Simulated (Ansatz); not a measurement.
Structures of LiCl: which is lowest?

Plane-wave DFT in Ansatz with scalar-relativistic PAW potentials, cutoff 420 eV, Γ-centred meshes chosen by cell and gap, Gaussian smearing with energies taken to zero width. Every cell was relaxed (cell and atoms) in a run of its own, within the symmetry of its start. Functional: PBE.

Relaxed structures (starts from databases or built by putting these elements on another compound's sites):
A. Pm-3m, 2 atoms in the computed cell, a = 3.284 Å; sites (symmetry × multiplicity) Li m-3m × 1, Cl m-3m × 1; start: built
B. Cmcm, 4 atoms in the computed cell, a = 3.518 Å, b = 14.006 Å, c = 3.527 Å; sites (symmetry × multiplicity) Li m2m × 4, Cl m2m × 4; start: built
C. P6_3mc, 4 atoms in the computed cell, a = 3.925 Å, c = 6.289 Å; sites (symmetry × multiplicity) Li 3m. × 2, Cl 3m. × 2; start: database
D. Immm, 4 atoms in the computed cell, a = 3.575 Å, b = 6.298 Å, c = 6.638 Å; sites (symmetry × multiplicity) Li m2m × 4, Cl mm2 × 4; start: built
E. Fm-3m, 2 atoms in the computed cell, a = 5.149 Å; sites (symmetry × multiplicity) Li m-3m × 4, Cl m-3m × 4; start: database
F. P6_3/mmc, 4 atoms in the computed cell, a = 4.185 Å, c = 5.296 Å; sites (symmetry × multiplicity) Li -6m2 × 2, Cl -6m2 × 2; start: built

Task: Rank them by energy. Could pressure change the order?

Result:
| structure | group | E − E(lowest) (meV/atom) | V (Å³/atom) | gap on mesh (eV) |
| --- | --- | --- | --- | --- |
| C | P6_3mc | 0.0 | 20.98 | 5.94 |
| F | P6_3/mmc | 21.3 | 20.08 | 5.57 |
| E | Fm-3m | 25.9 | 17.06 | 6.26 |
| B | Cmcm | 58 | 21.72 | 5.64 |
| D | Immm | 166 | 18.68 | 5.05 |
| A | Pm-3m | 308 | 17.71 | 4.37 |

C is lowest, 21 meV/atom under F. E is denser by 3.92 Å³/atom, so pressure favours it: ΔE/ΔV, with ΔE in eV and 1 eV/Å³ = 160.2 GPa, gives about 1.1 GPa for equal enthalpy if both cells were rigid, a rough figure since the two compress differently. Other structures may lie lower than all of these, and vibrations aren't counted.